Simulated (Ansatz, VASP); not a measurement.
**Two plane-wave programs on Ru**

```
Ru
1.0
     2.65391    0.00000    0.00000
    -1.32696    2.29836    0.00000
     0.00000    0.00000    4.25238
Ru
2
Direct
  0.33333 0.66667 0.25000
  0.66667 0.33333 0.75000
```

Change from the starting cell: mode 5 frozen in at +0.000 Å, equal normal strain along x and y -0.0133.

Alike in both runs: task single point; functional PBEsol; k mesh 18 × 18 × 10; occupations gaussian, width 0.15 eV; no spin polarisation.

```csv
,VASP,Ansatz
version,VASP 6.6.1,Ansatz 0.2.0
potentials or method,"VASP PAW PBE potentials, release 64 (Ru_pv)","scalar-relativistic, plane waves, PAW"
plane-wave cutoff (eV),520,420
valence electrons in the cell,28,32
```

Ansatz gave:

- gap on the k mesh at the Fermi level (eV): none
- pressure (GPa): 9.8
- largest component of the traceless stress (GPa): 4.39

Estimate VASP's values.

gap on the k mesh at the Fermi level (eV): none; pressure (GPa): 9.7; largest component of the traceless stress (GPa): 4.38.

A gap of «none» marks a metal or a gap that the smearing closes. With one functional, cell and mesh, what is left measures potentials, basis and numerics. The two sets of potentials don't hold the same shells in valence. Ansatz warned: «pseudo_functional_mismatch».

Caveats: the PAW data sets were made with another functional, which shifts forces and pressure a little (VASP).
